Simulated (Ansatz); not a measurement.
# AgCl: the cost of one run

Program: Ansatz 0.2.0. Level of theory: DFT PBE, scalar-relativistic. These are calculated values, not measurements.

## 1. The structure to begin with

The structure is cubic, space group Fm-3m (No. 225). Conventional cell: a = 5.546 Å, b = 5.546 Å, c = 5.546 Å, α = 90.00°, β = 90.00°, γ = 90.00°. Ag (site symmetry m-3m) has 6 Cl at 2.77 Å as nearest neighbours. Cl (site symmetry m-3m) is surrounded by 6 Ag at 2.77 Å.

As a file:

```
CELL_PARAMETERS angstrom
0.00000 2.77315 2.77315
2.77315 0.00000 2.77315
2.77315 2.77315 0.00000
ATOMIC_POSITIONS crystal
Ag 0.50000 0.50000 0.50000
Cl 0.00000 0.00000 0.00000
```

Atoms are numbered in the order of the input: Ag1, Cl2.

## 2. After the deformation

Space group Fm-3m before, R-3m after.

## 3. All-electron LAPW

Contents of input.yaml:

```yaml
crystal:
  lattice:
    - [-0.0277315, 2.75928425, 2.75928425]
    - [2.75928425, -0.0277315, 2.75928425]
    - [2.75928425, 2.75928425, -0.0277315]
  atoms:
    - { symbol: Ag, position: [0.5, 0.5, 0.5] }
    - { symbol: Cl, position: [0.0, 0.0, 0.0] }
kpoints:
  mp_grid: { grid: [8, 8, 8] }
  band_path:
    path:
      - [0.0, 0.0, 0.0]
      - [0.5, 0.5, 0.5]
      - [0.2525443832, 0.5, 0.7474556168]
      - [-0.2525443832, 0.2525443832, 0.5]
      - [0.0, 0.0, 0.5]
      - [0.0, 0.0, 0.0]
      - [-0.3762721916, 0.0, 0.3762721916]
      - [0.0, 0.3762721916, 0.6237278084]
      - [0.0, 0.5, 0.5]
    npoints: 5
scf:
  occupations: { method: fermi_dirac, width: 0.02 }
hamiltonian:
  xc: pbe
  pseudopotentials: { kind: all_electron, lapw: { basis_error: 0.0005 } }
output:
  forces: true
  stress: true
  eigenvalues: true
```

Started as:

```sh
$ ansatz run input.yaml --threads 1 --pin off --max-ram 3072MiB --backend cpu --events-out ev --progress --plain --runs-dir out
```

**Question.** How long does this run take on 1 thread of Arm Neoverse V2, shared host, and how much memory does it need?

About 14 s, with a peak of 0.36 GiB.
